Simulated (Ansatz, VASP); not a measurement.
**NiSb in VASP and in Ansatz**

```
Ni Sb
1.0
     3.93550    0.00000    0.00000
    -1.96775    3.40824    0.00000
     0.00000    0.00000    5.10476
Ni Sb
2 2
Direct
  0.00000 0.00000 0.00000
  0.00000 0.00000 0.50000
  0.33333 0.66667 0.25000
  0.66667 0.33333 0.75000
```

Alike in both runs: functional PBE; k mesh 12 × 12 × 8; occupations gaussian, width 0.1 eV; no spin polarisation.

Ansatz relaxed the structure, and its values are those at the end. VASP's run is a single point on that final structure, the one shown.

```csv
,VASP,Ansatz
version,VASP 6.6.1,Ansatz 0.2.0
potentials or method,"VASP PAW PBE potentials, release 64 (Ni, Sb)","scalar-relativistic, plane waves, PAW"
plane-wave cutoff (eV),520,420
valence electrons in the cell,30,66
```

```csv
,VASP,Ansatz,Ansatz less VASP
gap on the k mesh at the Fermi level (eV),none,none,-
pressure (GPa),3.5,3.7,+0.17
```

A gap of «none» marks a metal or a gap that the smearing closes. The two sets of potentials don't hold the same shells in valence.

Spin-orbit coupling is left out, which matters for the levels of Sb. Spin polarisation is off, so any magnetic state and its effect on volume and gap are missing.
